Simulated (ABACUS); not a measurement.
Crystal: KCl (Sylvite).

```
K Cl
1.0
     0.00000    3.14647    3.14647
     3.14647    0.00000    3.14647
     3.14647    3.14647    0.00000
K Cl
1 1
Direct
  0.00000 0.00000 0.00000
  0.50000 0.50000 0.50000
```

```yaml
Program: ABACUS 3.10.1
Task: relaxation of cell and atoms
Functional: HCTH407
Potentials_or_basis: PseudoDojo NC SR 0.5 PBE stringent
Cutoff: 1007 eV
Density_cutoff: 4027 eV
Basis: plane waves
k_mesh: 6 × 6 × 6
Occupations: fermi-dirac, width 0.05 eV
Spin: no spin polarisation
```

At the start: pressure 3.0 GPa; volume 31.15 Å³/atom.

**Question.** Where does the relaxation end?

**Answer.** Over 4 steps the energy falls by 45.1 meV/atom and the volume is 36.68 Å³/atom (+17.7 %); space group Fm-3m (No. 225, to 0.05 Å).

Step by step:
```tsv
step	energy change (eV)	largest force (eV/Å)	pressure (GPa)	volume (Å³)
1	0.0000	0.0000	3.00	62.30
2	-0.0717	0.0000	1.17	68.00
3	-0.0898	0.0000	0.16	72.53
4	-0.0902	0.0000	0.01	73.35
```

Final structure:
```
K Cl
1.0
     0.00000    3.32249    3.32249
     3.32249    0.00000    3.32249
     3.32249    3.32249    0.00000
K Cl
1 1
Direct
  0.00000 0.00000 0.00000
  0.50000 0.50000 0.50000
```

Caveat: the volume moved by over 15 % at a fixed basis, so the end points are rough; the potentials were made for another functional, which shifts forces and pressure; the volume moved by +18 % from the deposited cell, more than functionals usually miss.
